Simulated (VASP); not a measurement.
Runs of VASP 6.6.1 on CdTe. Symmetry: F-43m, No. 216, cubic system. The conventional cell has a = 6.617 Å, b = 6.617 Å, c = 6.617 Å, α = 90.00°, β = 90.00°, γ = 90.00°. Cd (site symmetry -43m) is surrounded by 4 Te at 2.87 Å. Around Te (site symmetry -43m) lie 4 Cd at 2.87 Å. 

| task | cell | k mesh | cutoff (eV) | k mesh for the DOS | occupations for the DOS | gap on the mesh (eV) | pressure (GPa) | relaxed volume (Å³/atom) |
| --- | --- | --- | --- | --- | --- | --- | --- | --- |
| single point | F-43m, 36.22 Å³/atom | 8 × 8 × 8 | 520 | - | - | 0.58 | 0.1 | - |
| relaxation of cell and atoms | relaxed | 10 × 10 × 10 | 600 | - | - | 0.58 | 0.0 | 36.32 |
| relaxation of cell and atoms | relaxed | 8 × 8 × 8 | 600 | - | - | 0.58 | 0.0 | (a) |
| single point | F-43m, 36.22 Å³/atom | 10 × 10 × 10 | 520 | - | - | 0.58 | 0.1 | - |

Alike in all rows: level PBE; potentials or basis VASP PAW PBE potentials, release 64 (Cd, Te); no spin polarisation; smearing gaussian 0.02 eV.

Estimate the missing entries.

(a) 36.30.

Caveats: spin-orbit coupling is left out, which moves the levels of the heavy elements; the volume moved by +10 % from the deposited cell, more than functionals usually miss (some runs).

A k mesh can miss the band edges, and the runs leave out spin-orbit coupling on Cd, Te.
